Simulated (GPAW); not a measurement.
Here is a GPAW 26.7.0 calculation.

The input run.py:

```python
from ase.dft.bandgap import bandgap
from ase.io import read, write
from ase.units import GPa
from gpaw import GPAW, PW

atoms = read('POSCAR')
atoms.set_initial_magnetic_moments([2.0, 0.0])

calc = GPAW(mode=PW(800),
            xc='PBE',
            kpts={'size': (11, 11, 11), 'gamma': True},
            occupations={'name': 'fermi-dirac', 'width': 0.05},
            nbands=17,
            convergence={'density': 1e-05, 'energy': 1e-05},
            maxiter=150,
            txt='gpaw.txt')
atoms.calc = calc
energy = atoms.get_potential_energy()
forces = atoms.get_forces()
stress = atoms.get_stress()
calc.write('gs.gpw')
write('result.traj', atoms)
print(f'Energy: {energy:.6f} eV')
print('Forces (eV/A):')
print(forces.round(4))
print('Stress (GPa):', (stress / GPa).round(3))
print('Moments:', calc.get_magnetic_moments().round(3))
print('Fermi level:', round(calc.get_fermi_level(), 4), 'eV')
print(f'Gap: {bandgap(calc)[0]:.4f} eV, direct: {bandgap(calc, direct=True)[0]:.4f} eV')
```

POSCAR

```
CoO
1.0
    0.0000000000      2.1315000000      2.1315000000
    2.1315000000      0.0000000000      2.1315000000
    2.1315000000      2.1315000000      0.0000000000
Co O
1 1
Direct
   -0.0073950000      0.0082970000      0.0150690000
    0.4971250000      0.5171570000      0.4953140000
```

Potentials or basis: GPAW PAW data sets (gpaw-data 1.2.1), pw.

Run with:

```console
$ OMP_NUM_THREADS=1 python run.py
```

Q: Predict the pressure.

A: -1.1 GPa.

Q: Predict the site moments.

A: Co +2.53; O +0.23 μB.

Q: Estimate the band gap on the k mesh.

A: None (metal or under the smearing width).

Stress tensor (GPa, compression positive):
```
-1.22 -0.08  0.07
-0.08 -1.06  0.10
 0.07  0.10 -1.14
```

Caveat: a cell with one magnetic atom can't hold antiferromagnetic order, which such compounds often take; semilocal functionals often make such compounds metallic where correlation or magnetic order opens a gap, which also shifts bond lengths.
